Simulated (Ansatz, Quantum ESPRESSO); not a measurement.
# BaS (Fm-3m): Raman and infrared activity, part 2 of 3

Aim: Raman and infrared lines of BaS (Fm-3m).

Quantum ESPRESSO 8.0 development, patched; DFT LDA, scalar-relativistic, plane waves, PseudoDojo norm-conserving pseudopotentials.

So far. Step 2 (A first look): A gap of 1.9 eV opens on this mesh, so the crystal is taken as an insulator; the start stands at -2.2 GPa. Step 4 (Self-consistent run for the response): The cell stands at -0.004 GPa, close enough for phonons. The relaxed cell has a = 6.285 Å (conventional setting).

## Step 5: Linear response at Γ

At q = 0 one unit cell holds all displacements; symmetry groups them into irreducible representations that are solved one by one. The response to a field gives ε∞ and the Born charges, which polar modes need. Third-order response adds the Raman tensors.

Contents of ph.in:

```
phonons
&inputph
   prefix = 'x'
   outdir = './tmp'
   fildyn = 'g.dyn'
   tr2_ph = 1.0d-18
   epsil = .true.
   lraman = .true.
   elop = .true.
/
0.000000000000 0.000000000000 0.000000000000
```

The run is started by

```console
$ OMP_NUM_THREADS=1 mpirun -n 2 ph.x -nk 2 -in ph.in > ph.out
```

What it wrote:

```text
[banners, grids, parts of the stress and lines that vanish by symmetry left out]
[banner, memory and clock lines left out]
Program PHONON v.8.0dev

     Dynamical matrices for q-points given in input
     (   1q-points):
       N         xq(1)         xq(2)         xq(3)
       1   0.000000000   0.000000000   0.000000000

     ./tmp/x.save/

     IMPORTANT: XC functional enforced from input :
     Exchange-correlation= PW
                           (   1   4   0   0   0   0   0)
     Any further DFT definition will be discarded
     Please, verify this is what you really want

     G-vector sticks info

     Reading collected, re-writing distributed wavefunctions in ./tmp/

     Number and degeneracy of irreps per q-point
       N         xq(1)         xq(2)         xq(3)   N irreps
       1   0.000000000   0.000000000   0.000000000       2
        3   3

     Calculation of q =    0.0000000   0.0000000   0.0000000

     phonons

     bravais-lattice index     =            2
     lattice parameter (alat)  =      11.8774  a.u.
     unit-cell volume          =     418.8980 (a.u.)^3
     number of atoms/cell      =            2
     number of atomic types    =            2
     kinetic-energy cut-off    =      57.0000  Ry
     charge density cut-off    =     228.0000  Ry
     convergence threshold     =      1.0E-18
     beta                      =       0.7000
     number of iterations used =            4
     Exchange-correlation= PW
                           (   1   4   0   0   0   0   0)

     celldm(1)=   11.87744  celldm(2)=    0.00000  celldm(3)=    0.00000
     celldm(4)=    0.00000  celldm(5)=    0.00000  celldm(6)=    0.00000

     crystal axes: (cart. coord. in units of alat)
               a(1) = ( -0.5000  0.0000  0.5000 )
               a(2) = (  0.0000  0.5000  0.5000 )
               a(3) = ( -0.5000  0.5000  0.0000 )

     reciprocal axes: (cart. coord. in units 2 pi/alat)
               b(1) = ( -1.0000 -1.0000  1.0000 )
               b(2) = (  1.0000  1.0000  1.0000 )
               b(3) = ( -1.0000  1.0000 -1.0000 )

     Atoms inside the unit cell:

     Cartesian axes

     site n.  atom      mass           positions (alat units)
        1  Ba    137.3270   tau(    1) = (    0.00000    0.00000    0.00000  )
        2  S      32.0600   tau(    2) = (   -0.50000    0.50000    0.50000  )

     Computing dynamical matrix for
                    q = (   0.0000000   0.0000000   0.0000000 )

     49 Sym.Ops. (with q -> -q+G )

     G cutoff =  814.7430  (  24309 G-vectors)     FFT grid: ( 45, 45, 45)
     number of k points=    16
                       cart. coord. in units 2pi/alat
        k(    1) = (   0.0000000   0.0000000   0.0000000), wk =   0.0092593
        k(    2) = (  -0.1666667   0.1666667  -0.1666667), wk =   0.0740741
        k(    3) = (  -0.3333333   0.3333333  -0.3333333), wk =   0.0740741
        [... further k-points left out ...]

     PseudoPot. # 1 for Ba read from file:
     ./pseudo/Ba.upf
     Pseudo is Norm-conserving + core correction, Zval = 10.0

     PseudoPot. # 2 for S  read from file:
     ./pseudo/S.upf
     Pseudo is Norm-conserving + core correction, Zval =  6.0

     Mode symmetry, O_h (m-3m)  point group:

     Electric field:
     Dielectric constant
     Born effective charges as d Force / d E
     Raman tensor
     Electro-optic tensor

     Atomic displacements:
     There are    2 irreducible representations

     Representation     1      3 modes -  To be done

     Representation     2      3 modes -  To be done

     Alpha used in Ewald sum =   2.3000

     Electric Fields Calculation

     The passes end when |ddv_scf|^2 is under  6.1E-20 (on this mesh; tr2_ph alone asks  1.0E-18)

      iter #   1   av.it.:   6.1
      thresh= 1.000E-02 alpha_mix =  0.700 |ddv_scf|^2 =  1.015E-07

      [... iterations left out ...]
      iter #   8   av.it.:  12.0
      thresh= 3.060E-10 alpha_mix =  0.700 |ddv_scf|^2 =  3.387E-20

     End of electric fields calculation

          Dielectric constant in cartesian axis

          (       5.254024705      -0.000000000       0.000000000 )
          (      -0.000000000       5.254024705      -0.000000000 )
          (       0.000000000      -0.000000000       5.254024705 )

          Effective charges (d Force / dE) in cartesian axis without acoustic sum rule applied (asr)

           atom    1  Ba    Mean Z*:        2.64647
      Ex  (        2.64647        0.00000       -0.00000 )
      Ey  (        0.00000        2.64647        0.00000 )
      Ez  (       -0.00000        0.00000        2.64647 )
           atom    2  S     Mean Z*:       -2.65820
      Ex  (       -2.65820       -0.00000       -0.00000 )
      Ey  (       -0.00000       -2.65820        0.00000 )
      Ez  (       -0.00000        0.00000       -2.65820 )

          Effective charges Sum: Mean:       -0.01173
             -0.01173       -0.00000       -0.00000
             -0.00000       -0.01173        0.00000
             -0.00000        0.00000       -0.01173

          Effective charges (d Force / dE) in cartesian axis with asr applied:
           atom    1  Ba    Mean Z*:        2.65233
      E*x (        2.65233        0.00000       -0.00000 )
      E*y (        0.00000        2.65233       -0.00000 )
      E*z (       -0.00000       -0.00000        2.65233 )
           atom    2  S     Mean Z*:       -2.65233
      E*x (       -2.65233       -0.00000        0.00000 )
      E*y (       -0.00000       -2.65233        0.00000 )
      E*z (        0.00000        0.00000       -2.65233 )

     Calling punch_plot_e
     Writing on file  drho

     Computing Pc [DH,Drho] |psi>

     Derivative coefficient:  0.001000    Threshold: 1.00E-12
     Message from routine dhdrhopsi:
     some bands at k + dk did not converge to eth_ns: the Raman tensors may be inaccurate, compare with a run at another eth_ns or dek
     Non-scf  u_k: avg # of iterations = 19.4
     Non-scf Du_k: avg # of iterations = 28.3

          Dielectric constant from finite-differences

          (       5.253997674       0.000000000       0.000000000 )
          (       0.000000000       5.253997674      -0.000000000 )
          (       0.000000000      -0.000000000       5.253997674 )

              Electro-optic tensor is defined as
            the derivative of the dielectric tensor
              with respect to one electric field
                 units are Rydberg a.u.

            to obtain the static chi^2 multiply by 1/2

            to convert to pm/Volt multiply per 2.7502

          Electro-optic tensor in cartesian axis:

          (       0.000000000      -0.000000000       0.000000000 )
          (       0.000000000      -0.000000000       0.000000000 )
          (      -0.000000000       0.000000000      -0.000000000 )

          (      -0.000000000      -0.000000000      -0.000000000 )
          (       0.000000000      -0.000000000       0.000000000 )
          (      -0.000000000       0.000000000      -0.000000000 )

          (       0.000000000       0.000000000      -0.000000000 )
          (       0.000000000       0.000000000       0.000000000 )
          (       0.000000000       0.000000000       0.000000000 )

          Electro-optic tensor: contribution #   1

          (      -0.000000000       0.000000000      -0.000000000 )
          (       0.000000000       0.000000000      -0.000000000 )
          (      -0.000000000      -0.000000000      -0.000000000 )

          (       0.000000000       0.000000000       0.000000000 )
          (       0.000000000       0.000000000      -0.000000000 )
          (       0.000000000      -0.000000000       0.000000000 )

          (      -0.000000000       0.000000000      -0.000000000 )
          (       0.000000000      -0.000000000       0.000000000 )
          (      -0.000000000       0.000000000      -0.000000000 )

          Electro-optic tensor: contribution #   2

          (      -0.000000000      -0.000000000      -0.000000000 )
          (      -0.000000000       0.000000000      -0.000000000 )
          (       0.000000000      -0.000000000      -0.000000000 )

          (      -0.000000000      -0.000000000      -0.000000000 )
          (       0.000000000       0.000000000      -0.000000000 )
          (       0.000000000      -0.000000000       0.000000000 )

          (      -0.000000000       0.000000000      -0.000000000 )
          (      -0.000000000       0.000000000      -0.000000000 )
          (      -0.000000000       0.000000000      -0.000000000 )

     Computing Second order response

      iter #   1   av.it.:   9.0
      thresh= 1.000E-02 alpha_mix =  0.700 |ddv_scf|^2 =  2.022E-07

      [... iterations left out ...]
      iter #  10   av.it.:  12.1
      thresh= 1.849E-11 alpha_mix =  0.700 |ddv_scf|^2 =  9.210E-22

          Raman tensor (au^-1) in cartesian axis

           atom      1
          (       0.000000000      -0.000000000      -0.000000000 )
          (      -0.000000000      -0.000000000      -0.000000000 )
          (      -0.000000000      -0.000000000       0.000000000 )

          (       0.000000000       0.000000000      -0.000000000 )
          (       0.000000000      -0.000000000      -0.000000000 )
          (      -0.000000000       0.000000000       0.000000000 )

          (       0.000000000      -0.000000000      -0.000000000 )
          (      -0.000000000      -0.000000000       0.000000000 )
          (      -0.000000000       0.000000000       0.000000000 )

           atom      2
          (       0.000000000      -0.000000000       0.000000000 )
          (      -0.000000000      -0.000000000       0.000000000 )
          (       0.000000000       0.000000000       0.000000000 )

          (      -0.000000000      -0.000000000       0.000000000 )
          (      -0.000000000      -0.000000000       0.000000000 )
          (       0.000000000       0.000000000      -0.000000000 )

          (       0.000000000       0.000000000      -0.000000000 )
          (       0.000000000      -0.000000000       0.000000000 )
          (       0.000000000      -0.000000000       0.000000000 )

     Raman tensor (A^2)

     atom #    1    pol.  1
      0.597128517596E-21     -0.679491071747E-21     -0.514765963445E-21
     -0.679491071747E-21     -0.473584686369E-21     -0.308859578067E-21
     -0.555947240520E-21     -0.350040855142E-21      0.146193533618E-20
     atom #    1    pol.  2
      0.191492938401E-20      0.154429789033E-20     -0.109130384250E-20
      0.226497023916E-21     -0.129721022788E-20     -0.967760011276E-21
[...]
atom #    1    pol.  3
[...]
atom #    2    pol.  1
[...]
atom #    2    pol.  2
[...]
atom #    2    pol.  3
[...]
0.107071320396E-20     -0.329450216605E-21      0.658900433209E-21

     Representation #   1 modes #   1   2   3

     Self-consistent Calculation

     The passes end when |ddv_scf|^2 is under  6.1E-20 (on this mesh; tr2_ph alone asks  1.0E-18)

      iter #   1   av.it.:   6.0
      thresh= 1.000E-02 alpha_mix =  0.700 |ddv_scf|^2 =  1.481E-07

      [... iterations left out ...]
      iter #   8   av.it.:  12.3
      thresh= 2.469E-10 alpha_mix =  0.700 |ddv_scf|^2 =  3.307E-20

     End of self-consistent calculation

     Convergence has been achieved

     Representation #   2 modes #   4   5   6

     Self-consistent Calculation

     The passes end when |ddv_scf|^2 is under  6.1E-20 (on this mesh; tr2_ph alone asks  1.0E-18)

      iter #   1   av.it.:   6.3
      thresh= 1.000E-02 alpha_mix =  0.700 |ddv_scf|^2 =  2.110E-07

      [... iterations left out ...]
      iter #   8   av.it.:  12.1
      thresh= 2.435E-10 alpha_mix =  0.700 |ddv_scf|^2 =  5.692E-20

     End of self-consistent calculation

     Convergence has been achieved

     Number of q in the star =    1
     List of q in the star:
          1   0.000000000   0.000000000   0.000000000

          Dielectric constant in cartesian axis

          (       5.254024705      -0.000000000       0.000000000 )
          (      -0.000000000       5.254024705      -0.000000000 )
          (       0.000000000      -0.000000000       5.254024705 )

          Effective charges (d Force / dE) in cartesian axis without acoustic sum rule applied (asr)

           atom    1  Ba    Mean Z*:        2.64647
      Ex  (        2.64647        0.00000       -0.00000 )
      Ey  (        0.00000        2.64647        0.00000 )
      Ez  (       -0.00000        0.00000        2.64647 )
           atom    2  S     Mean Z*:       -2.65820
      Ex  (       -2.65820       -0.00000       -0.00000 )
      Ey  (       -0.00000       -2.65820        0.00000 )
      Ez  (       -0.00000        0.00000       -2.65820 )

          Effective charges Sum: Mean:       -0.01173
             -0.01173       -0.00000       -0.00000
             -0.00000       -0.01173        0.00000
             -0.00000        0.00000       -0.01173

          Effective charges (d Force / dE) in cartesian axis with asr applied:
           atom    1  Ba    Mean Z*:        2.65233
      E*x (        2.65233        0.00000       -0.00000 )
      E*y (        0.00000        2.65233       -0.00000 )
      E*z (       -0.00000       -0.00000        2.65233 )
           atom    2  S     Mean Z*:       -2.65233
      E*x (       -2.65233       -0.00000        0.00000 )
      E*y (       -0.00000       -2.65233        0.00000 )
      E*z (        0.00000        0.00000       -2.65233 )

     Diagonalizing the dynamical matrix

     q = (    0.000000000   0.000000000   0.000000000 )

 **************************************************************************
     freq (    1) =       0.004490 [THz] =       0.149769 [cm-1]
     freq (    2) =       0.004490 [THz] =       0.149769 [cm-1]
     freq (    3) =       0.004490 [THz] =       0.149769 [cm-1]
     freq (    4) =       4.567635 [THz] =     152.359891 [cm-1]
     freq (    5) =       4.567635 [THz] =     152.359891 [cm-1]
     freq (    6) =       4.567635 [THz] =     152.359891 [cm-1]
 **************************************************************************

     Mode symmetry, O_h (m-3m)  point group:

     freq (   1-   3) =          0.1  [cm-1]   --> T_1u G_15  G_4- I
     freq (   4-   6) =        152.4  [cm-1]   --> T_1u G_15  G_4- I
```

The job ended after 4.3 min (2 MPI ranks of Intel Xeon Platinum 8488C (Sapphire Rapids), shared host; 8.6 min of CPU time).

This step gave:

- miss of the charge sum rule: 0.01173 e
- largest acoustic frequency at the zone centre before the sum rule: 0.15 cm⁻¹
- highest optical zone-centre mode (no LO-TO term): 152.4 cm⁻¹
- lowest optical zone-centre mode: 152.4 cm⁻¹
- mean high-frequency dielectric constant: 5.254
- largest Born charge in size (third of the trace): 2.658 e

Born charge (rows field, columns displacement), before the sum rule (e), principal values of the symmetric part by kind of site:

```
atom  atoms with these values    low  middle   high   mean
 Ba1                        1   2.65    2.65   2.65   2.65
  S2                        1  -2.66   -2.66  -2.66  -2.66
```

In full for Ba1:

```
2.65 0.00 0.00
0.00 2.65 0.00
0.00 0.00 2.65
```

High-frequency dielectric tensor:

```
5.25 0.00 0.00
0.00 5.25 0.00
0.00 0.00 5.25
```

The acoustic modes at Γ come out as far as 0.1 cm⁻¹ from zero, where they should vanish, a small numerical error; the Born charges miss their sum rule by 0.012 e, which is good.

## Step 6: Modes with the sum rule

A rigid shift of the crystal must cost nothing, but grids and finite bases break this; the acoustic sum rule is imposed before the matrix is diagonalised again. With Born charges the intensities follow, and the static dielectric tensor.

Contents of dynmat.in:

```
&input
   fildyn = 'g.dyn'
   asr = 'simple'
   fileig = 'dynmat.eig'
   lperm = .true.
/
```

The run is started by

```console
$ dynmat.x -in dynmat.in > dynmat.out
```

What it wrote:

```text
[banner, memory and clock lines left out]
Program DYNMAT v.8.0dev

     Reading Dynamical Matrix from file g.dyn
     ...Force constants read
     ...epsilon and Z* read
     ...Raman cross sections read
     A direction for q was not specified:TO-LO splitting will be absent

     Polarizability (A^3 units)
     multiply by 0.413564 for Clausius-Mossotti correction (not under assume_isolated = 'mt')
        21.013669   -0.000000    0.000000
        -0.000000   21.013669   -0.000000
         0.000000   -0.000000   21.013669

     IR activities are in (D/A)^2/amu units

# mode   [cm-1]    [THz]      IR
    1     -0.00   -0.0000    0.0000
    2     -0.00   -0.0000    0.0000
    3      0.00    0.0000    0.0000
    4    152.36    4.5677    6.2443
    5    152.36    4.5677    6.2443
    6    152.36    4.5677    6.2443

Electronic dielectric permittivity tensor (relative, adimensional)
         5.254025   -0.000000    0.000000
        -0.000000    5.254025   -0.000000
         0.000000   -0.000000    5.254025

 ... with zone-center polar mode contributions
        14.496131   -0.000000    0.000000
        -0.000000   14.496131    0.000000
         0.000000    0.000000   14.496131
```

Elapsed: 0.73 s, on 1 thread.

Read from the output:

```
mean static dielectric constant : 14.50
```

Unit eigenvectors of the mass-weighted matrix after the sum rule; no LO-TO term. The modes at Γ (shares of kinetic energy by element, %):

```
mode  frequency (cm⁻¹)  symmetry  Ba %  S %
   1               0.0  acoustic    81   19
   2               0.0  acoustic    81   19
   3               0.0  acoustic    81   19
   4             152.4       T1u    19   81
   5             152.4       T1u    19   81
   6             152.4       T1u    19   81
```

Displacements in mode 4 (152.4 cm⁻¹), the largest set to 1:
```
Ba1  0.00 -0.23 -0.11
S2   0.00  1.00  0.48
```

Degenerate modes summed, no LO-TO term. Lines of the infrared spectrum (strongest = 100):

```
position (cm⁻¹)  lines merged  label  IR intensity, relative
            152             3    T1u                     100
```

Static dielectric tensor (ions relaxed, fixed cell):

```
14.50  0.00  0.00
 0.00 14.50  0.00
 0.00  0.00 14.50
```

The rule moves no optical mode by more than 0.1 cm⁻¹.

## Step 7: Sum rules set otherwise (asr no)

Without the rule the raw error of the acoustic modes shows.

Contents of dynmat.in:

```
&input
   fildyn = 'g.dyn'
   asr = 'no'
   fileig = 'dynmat.eig'
   lperm = .true.
/
```

The run is started by

```console
$ dynmat.x -in dynmat.in > dynmat.out
```

What it wrote:

```text
[banner, memory and clock lines left out]
Program DYNMAT v.8.0dev

     Reading Dynamical Matrix from file g.dyn
     ...Force constants read
     ...epsilon and Z* read
     ...Raman cross sections read
     A direction for q was not specified:TO-LO splitting will be absent

     Polarizability (A^3 units)
     multiply by 0.413564 for Clausius-Mossotti correction (not under assume_isolated = 'mt')
        21.013669   -0.000000    0.000000
        -0.000000   21.013669   -0.000000
         0.000000   -0.000000   21.013669

     IR activities are in (D/A)^2/amu units

# mode   [cm-1]    [THz]      IR
    1      0.15    0.0044    0.0000
    2      0.15    0.0044    0.0000
    3      0.15    0.0044    0.0000
    4    152.36    4.5676    6.2615
    5    152.36    4.5676    6.2615
    6    152.36    4.5676    6.2615

Electronic dielectric permittivity tensor (relative, adimensional)
         5.254025   -0.000000    0.000000
        -0.000000    5.254025   -0.000000
         0.000000   -0.000000    5.254025

 ... with zone-center polar mode contributions
        14.521850   -0.000000    0.000000
        -0.000000   14.521850   -0.000000
         0.000000   -0.000000   14.521850
```

Elapsed: 0.72 s, on 1 thread.

Numbers from this step:

```
mean static dielectric constant : 14.52
```

Zone-centre frequencies as printed; negative means imaginary. Modes:

```
mode  frequency (cm⁻¹)
   1              0.15
   2              0.15
   3              0.15
   4             152.4
   5             152.4
   6             152.4
```

Against the first rule no mode moves by more than 0.2 cm⁻¹.

[end of part 2 of 3]

[Host names and launcher messages were left out of these logs when they were recorded.]

[Logs are printed without paths, hosts, clocks, repeated set-up lines and the standing remarks that a program may print on its own settings, such as how far it seeks lower states.]

[Hosts, paths, dates, database ids (printed as entryN), source tags and the programs' standing remarks are cut or masked in the printed files.]
